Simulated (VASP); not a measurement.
# Re (Fm-3m) in VASP: single point with PBEsol

Aim: the single point of Re with PBEsol.

Program: VASP 6.6.1. These are calculated values, not measurements. Logs are shortened: lines on timing, memory, paths and dates and some standing lists are left out, and cuts for length are marked.

## 1. Starting point

The structure is cubic, space group Fm-3m (No. 225). The conventional cell has a = 3.881 Å, b = 3.881 Å, c = 3.881 Å, α = 90.00°, β = 90.00°, γ = 90.00°. Re (site symmetry m-3m) has 12 Re at 2.74 Å as nearest neighbours.

This isn't the form of Re at room conditions, which is hcp.

## 2. Single point, PBEsol

INCAR reads:

```
PREC = Accurate
ENCUT = 520
EDIFF = 1E-6
ISMEAR = 0
SIGMA = 0.1
LREAL = F
LASPH = T
NELM = 100
ALGO = Normal
ISIF = 2
LWAVE = F
LCHARG = F
GGA = PS
NBANDS = 10
```

KPOINTS reads:

```
regular mesh
0
Gamma
  18 18 18
```

POSCAR reads:

```
Re
1.0
    0.0000000000      1.9403324167      1.9403324167
    1.9403324167      0.0000000000      1.9403324167
    1.9403324167      1.9403324167      0.0000000000
Re
1
Direct
    0.0000000000      0.0000000000      0.0000000000
```

Potentials or basis: VASP PAW PBE potentials, release 64 (Re).

Launch:

```console
$ cat potpaw_PBE.64/Re/POTCAR > POTCAR
$ mpirun -np 1 vasp_std > vasp.out
```

OUTCAR:

```text
PREC = Accurate
   ENCUT = 520
   EDIFF = 1E-6
   ISMEAR = 0
   LREAL = F
   LASPH = T
   NELM = 100
   ISIF = 2
   GGA = PS

 ion  position               nearest neighbor table
   1  0.000  0.000  0.000-

  LATTYP: Found a face centered cubic cell.
 ALAT       =     3.8806648334

  Lattice vectors:

 A1 = (   0.0000000000,   1.9403324167,   1.9403324167)
 A2 = (   1.9403324167,   0.0000000000,   1.9403324167)
 A3 = (   1.9403324167,   1.9403324167,   0.0000000000)

Analysis of symmetry for initial positions (statically):
=====================================================================
 Subroutine PRICEL returns:
 Original cell was already a primitive cell.

 Routine SETGRP: Setting up the symmetry group for a
 face centered cubic supercell.

 Subroutine GETGRP returns: Found 48 space group operations
 (whereof 48 operations were pure point group operations)
 out of a pool of 48 trial point group operations.

The static configuration has the point symmetry O_h .

Analysis of symmetry for dynamics (positions and initial velocities):
=====================================================================
 Subroutine PRICEL returns:
 Original cell was already a primitive cell.

 Routine SETGRP: Setting up the symmetry group for a
 face centered cubic supercell.

 Subroutine GETGRP returns: Found 48 space group operations
 (whereof 48 operations were pure point group operations)
 out of a pool of 48 trial point group operations.

The dynamic configuration has the point symmetry O_h .

 Subroutine INISYM returns: Found 48 space group operations
 (whereof 48 operations are pure point group operations),
 and found     1 'primitive' translations

----------------------------------------------------------------------------------------

                                     Primitive cell

  volume of cell :      14.6103

  direct lattice vectors                    reciprocal lattice vectors
     0.000000000  1.940332417  1.940332417    -0.257687804  0.257687804  0.257687804
     1.940332417  0.000000000  1.940332417     0.257687804 -0.257687804  0.257687804
     1.940332417  1.940332417  0.000000000     0.257687804  0.257687804 -0.257687804

  length of vectors
     2.744044419  2.744044419  2.744044419     0.446328369  0.446328369  0.446328369

  position of ions in fractional coordinates (direct lattice)
     0.000000000  0.000000000  0.000000000

  ion indices of the primitive-cell ions
   primitive index   ion index
                 1           1

----------------------------------------------------------------------------------------

 KPOINTS: regular mesh

Automatic generation of k-mesh.
 Grid dimensions read from file:
 generate k-points for:   18   18   18

 Generating k-lattice:

  Cartesian coordinates                     Fractional coordinates (reciprocal lattice)
    -0.014315989  0.014315989  0.014315989     0.055555556  0.000000000  0.000000000
     0.014315989 -0.014315989  0.014315989     0.000000000  0.055555556  0.000000000
     0.014315989  0.014315989 -0.014315989     0.000000000  0.000000000  0.055555556

  Length of vectors
     0.024796021  0.024796021  0.024796021

  Shift w.r.t. Gamma in fractional coordinates (k-lattice)
     0.000000000  0.000000000  0.000000000

 Subroutine IBZKPT returns following result:
 ===========================================

 Found    195 irreducible k-points:

 Following reciprocal coordinates:
            Coordinates               Weight
  0.000000  0.000000  0.000000      1.000000
  0.055556  0.000000  0.000000      8.000000
  0.111111  0.000000  0.000000      8.000000
  0.166667  0.000000  0.000000      8.000000
  0.222222  0.000000  0.000000      8.000000
  0.277778  0.000000  0.000000      8.000000
[... 16 lines left out ...]
 -0.277778  0.055556  0.000000     24.000000
 -0.222222  0.055556  0.000000     24.000000
 [... further k-points ...]
   k-points           NKPTS =    195   k-points in BZ     NKDIM =    195   number of bands    NBANDS=     10
   number of dos      NEDOS =    301   number of ions     NIONS =      1
   total plane-waves  NPLWV =   8000
   dimension x,y,z NGX =    20 NGY =   20 NGZ =   20
   dimension x,y,z NGXF=    40 NGYF=   40 NGZF=   40
   ions per type =               1
   NGX,Y,Z   is equivalent  to a cutoff of  12.12, 12.12, 12.12 a.u.
   NGXF,Y,Z  is equivalent  to a cutoff of  24.23, 24.23, 24.23 a.u.
 SYSTEM =  unknown system
   PREC   = accura    normal or accurate (medium, high low for compatibility)
   ISTART =      0    job   : 0-new  1-cont  2-samecut
   ICHARG =      2    charge: 1-file 2-atom 10-const
   ISPIN  =      1    spin polarized calculation?
   LNONCOLLINEAR =      F non collinear calculations
   LSORBIT =      F    spin-orbit coupling
   LASPH  =      T    aspherical Exc in radial PAW
   ENCUT  =  520.0 eV  38.22 Ry    6.18 a.u.   5.10  5.10  5.10*2*pi/ulx,y,z
   NELM   =    100;   NELMIN=  2; NELMDL= -5     # of ELM steps
   EDIFF  = 0.1E-05   stopping-criterion for ELM
   LREAL  =      F    real-space projection
   EDIFFG = 0.1E-04   stopping-criterion for IOM
   NSW    =      0    number of steps for IOM
   IBRION =     -1    ionic relax: 0-MD 1-quasi-New 2-CG
   NFREE  =      0    steps in history (QN), initial steepest desc. (CG)
   ISIF   =      2    stress and relaxation
   ISYM   =      2    0-nonsym 1-usesym 2-fastsym
   POTIM  = 0.5000    time-step for ionic-motion
   TEBEG  =    0.0;   TEEND  =   0.0 temperature during run
   PSTRESS=    0.0 pullay stress
   NELECT =       7.0000    total number of electrons
   NUPDOWN=      -1.0000    fix difference up-down
   EMIN   =  10.00;   EMAX   =-10.00  energy-range for DOS
   EFERMI =   0.00;   METHOD = LEGACY
   ISMEAR =     0;   SIGMA  =   0.10  broadening in eV -4-tet -1-fermi 0-gaus
   EFERMI_NEDOS =   21; number of points for ismear=-14 and -15
   IALGO  =     38    algorithm
   IMIX   =      4    mixing-type and parameters
     AMIX     =   0.40;   BMIX     =  1.00
     AMIX_MAG =   1.60;   BMIX_MAG =  1.00
  volume/ion in A,a.u.               =      14.61        98.60
  Fermi-wavevector in a.u.,A,eV,Ry     =   1.281016  2.420770 22.327203  1.641003
  Thomas-Fermi vector in A             =   2.413411
   LORBIT       =      0    0 simple, 1 ext, 2 COOP (PROOUT), +10 PAW based schemes
   GGA     = PS    functional components
   LHFCALC =     F    Hartree Fock is set to
   AEXX    =    0.0000 exact exchange contribution
   IVDW    =     0    specifies the selected vdW correction
   LEPSILON=     F    determine dielectric tensor
   LRPA    =     F    only Hartree local field effects (RPA)
 non-spin polarized calculation
 Gauss-broadening in eV      SIGMA  =   0.10
  energy-cutoff  :      520.00
  volume of cell :       14.61
 maximum number of plane-waves:       411
   NGX = 11   NGY = 11   NGZ = 11

 number of electron       7.0000001 magnetization

 Free energy of the ion-electron system (eV)
  ---------------------------------------------------
  ext. energy  EPLUGINS =         0.00000000
  ---------------------------------------------------
  free energy    TOTEN  =       -13.30230012 eV

  energy without entropy =      -13.29801996  energy(sigma->0) =      -13.30016004

 E-fermi :   8.0656     XC(G=0): -13.8596

 val. band max:        8.0563475206   @ k =  -0.3889   0.4444   0.0556
 cond. band min:       8.0969949438   @ k =  -0.3333   0.2778   0.0000
 fundamental gap:      0.0406474232
 Fermi energy:         8.0656463878

 k-point     1 :       0.0000    0.0000    0.0000
  band No.  band energies     occupation
      1      -2.1387      2.00000
      2       6.1339      2.00000
      3       6.1339      2.00000
      4       6.1339      2.00000
      5       9.3567      0.00000
      6       9.3567      0.00000
      7      22.0356      0.00000
      8      27.7070      0.00000
      9      27.7070      0.00000
     10      27.7070      0.00000

 k-point     2 :       0.0556    0.0000    0.0000
  band No.  band energies     occupation
      1      -1.9932      2.00000
      2       6.0335      2.00000
      3       6.2030      2.00000
      4       6.2030      2.00000
      5       9.2999      0.00000
      6       9.2999      0.00000
      7      22.3207      0.00000
      8      26.9467      0.00000
      9      27.9737      0.00000
     10      27.9737      0.00000

 k-point     3 :       0.1111    0.0000    0.0000
  band No.  band energies     occupation
      1      -1.5729      2.00000
      2       5.7754      2.00000
      3       6.3829      2.00000
      4       6.3829      2.00000
      5       9.1732      0.00000
      6       9.1732      0.00000
      7      23.0925      0.00000
      8      25.5781      0.00000
      9      28.7483      0.00000
     10      28.7483      0.00000

 k-point     4 :       0.1667    0.0000    0.0000
  band No.  band energies     occupation
      1      -0.9315      2.00000
      2       5.4732      2.00000
      3       6.5803      2.00000
      4       6.5803      2.00000
      5       9.1088      0.00000
      6       9.1088      0.00000
      7      23.6257      0.00000
      8      24.7973      0.00000
      9      29.9633      0.00000
     10      29.9633      0.00000
[... 222 lines left out ...]
 k-point    22 :      -0.3333    0.0556    0.0000
  band No.  band energies     occupation
      1       1.1422      2.00000
      2       6.1229      2.00000
      3       6.1540      2.00000
      4       6.3209      2.00000
      5      10.2931      0.00000
      6      11.3653      0.00000
      7      20.2746      0.00000
      8      23.9267      0.00000
      9      29.7700      0.00000
     10      31.8004      0.00000

 k-point    23 :      -0.2778    0.0556    0.0000
  band No.  band energies     occupation
      1       0.8091      2.00000
      2       5.4198      2.00000
      3       6.3946      2.00000
      4       6.5515      2.00000
      5       9.5137      0.00000
      6      10.6342      0.00000
      7      21.3427      0.00000
      8      25.4540      0.00000
      9      30.9569      0.00000
     10      32.0003      0.00000

 k-point    24 :      -0.2222    0.0556    0.0000
  band No.  band energies     occupation
      1       0.1901      2.00000
      2       5.1652      2.00000
      3       6.5979      2.00000
      4       6.7338      2.00000
      5       8.9163      0.00000
      6       9.9846      0.00000
      7      22.4358      0.00000
      8      25.9766      0.00000
      9      30.7045      0.00000
     10      32.0149      0.00000

 [... further k-points ...]

------------------------ aborting loop because EDIFF is reached ----------------------------------------

  FORCE on cell =-STRESS in cart. coord.  units (eV):
  Direction    XX          YY          ZZ          XY          YZ          ZX
  --------------------------------------------------------------------------------------
  -------------------------------------------------------------------------------------
  Total       -0.0092427     -0.0092427     -0.0092427      0.0000000     -0.0000000     -0.0000000
  in kB       -1.0135678     -1.0135678     -1.0135678      0.0000000     -0.0000000     -0.0000000
  external PRESSURE =      -1.0135678 kB  Pullay stress =       0.0000000 kB

 VOLUME and BASIS-vectors are now :
 -----------------------------------------------------------------------------
  energy-cutoff  :      520.00
  volume of cell :       14.61
      direct lattice vectors                 reciprocal lattice vectors
     0.000000000  1.940332417  1.940332417    -0.257687804  0.257687804  0.257687804
     1.940332417  0.000000000  1.940332417     0.257687804 -0.257687804  0.257687804
     1.940332417  1.940332417  0.000000000     0.257687804  0.257687804 -0.257687804

 POSITION                                       TOTAL-FORCE (eV/Angst)
 -----------------------------------------------------------------------------------
      0.00000      0.00000      0.00000         0.000000      0.000000      0.000000
 -----------------------------------------------------------------------------------
    total drift:                                0.000000      0.000000     -0.000000

  FREE ENERGIE OF THE ION-ELECTRON SYSTEM (eV)
  ---------------------------------------------------
  free  energy   TOTEN  =       -13.3023001230 eV

  energy  without entropy=      -13.2980199552  energy(sigma->0) =      -13.30016004
```

Wall time 19 s (1 thread of Intel Xeon Platinum 8259CL at 2.50GHz (Skylake/Cascade Lake), shared host); peak memory 0.15 GiB.

What came out:

```yaml
Free_energy: -13.3023 eV
Pressure: -0.1 GPa
Band_gap_on_the_k_mesh: none (metal or under the smearing width)
```

Levels at points of the mesh, in eV from the Fermi level:
| k point | band 2 | band 3 | band 4 | band 5 | band 6 | band 7 |
| --- | --- | --- | --- | --- | --- | --- |
| (0.00, 0.00, 0.00) | -1.93 | -1.93 | -1.93 | 1.29 | 1.29 | 13.97 |
| (0.50, 0.00, 0.00) | -2.15 | -2.15 | 0.24 | 3.89 | 3.89 | 10.07 |
| (0.50, 0.50, 0.00) | -6.02 | 2.85 | 3.83 | 4.65 | 4.65 | 12.35 |

Caveat: the PAW data sets were made with another functional, which shifts forces and pressure a little.
